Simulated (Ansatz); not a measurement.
Be: frozen-core PAW against all-electron methods

```yaml
crystal:
  lattice:
    - [2.29950, 0.00000, 0.00000]
    - [-1.14975, 1.99143, 0.00000]
    - [0.00000, 0.00000, 3.60090]
  atoms:
    - { symbol: Be, position: [0.33333, 0.66667, 0.25000] }
    - { symbol: Be, position: [0.66667, 0.33333, 0.75000] }
```

Atom numbers follow the list: Be1, Be2.

The geometry is COD entry 9012017, unchecked; take it as a test cell. It was measured hot, at 658 K.

Methods: DFT, PBE, PAW with Ansatz's default frozen-core files, scalar-relativistic (Ansatz 0.2.0); DFT, PBE, all-electron LAPW, scalar-relativistic (Ansatz 0.2.0).

For PAW: a Γ-centred 20×20×11 k mesh, Fermi–Dirac smearing of 0.05 eV, cutoff 420 eV, no spin polarisation. LAPW targets a basis error of 1 meV/atom. The Ansatz runs share mesh, smearing and spin set-up. Plane-wave (PAW) pressures include the program's estimate of the Pulay term.

Stress and pressure are positive in compression.

Levels count from the Fermi level.

PAW results:

```json
{"quantity": "pressure (GPa)", "PAW": "-4.71"}
{"quantity": "stress xx (GPa)", "PAW": "-4.68"}
{"quantity": "stress zz (GPa)", "PAW": "-4.77"}
{"quantity": "highest filled level at A (eV)", "PAW": "-8.900"}
{"quantity": "lowest empty level at A (eV)", "PAW": "10.600"}
{"quantity": "highest filled level at L (eV)", "PAW": "-3.435"}
{"quantity": "lowest empty level at L (eV)", "PAW": "1.502"}
{"quantity": "highest filled level at Γ (eV)", "PAW": "-4.169"}
{"quantity": "lowest empty level at Γ (eV)", "PAW": "1.143"}
```

What does full-potential LAPW give for the same quantities?


| quantity | LAPW |
| --- | --- |
| pressure (GPa) | -4.73 |
| stress xx (GPa) | -4.70 |
| stress zz (GPa) | -4.80 |
| highest filled level at A (eV) | -8.901 |
| lowest empty level at A (eV) | 10.607 |
| highest filled level at L (eV) | -3.435 |
| lowest empty level at L (eV) | 1.502 |
| highest filled level at Γ (eV) | -4.169 |
| lowest empty level at Γ (eV) | 1.143 |
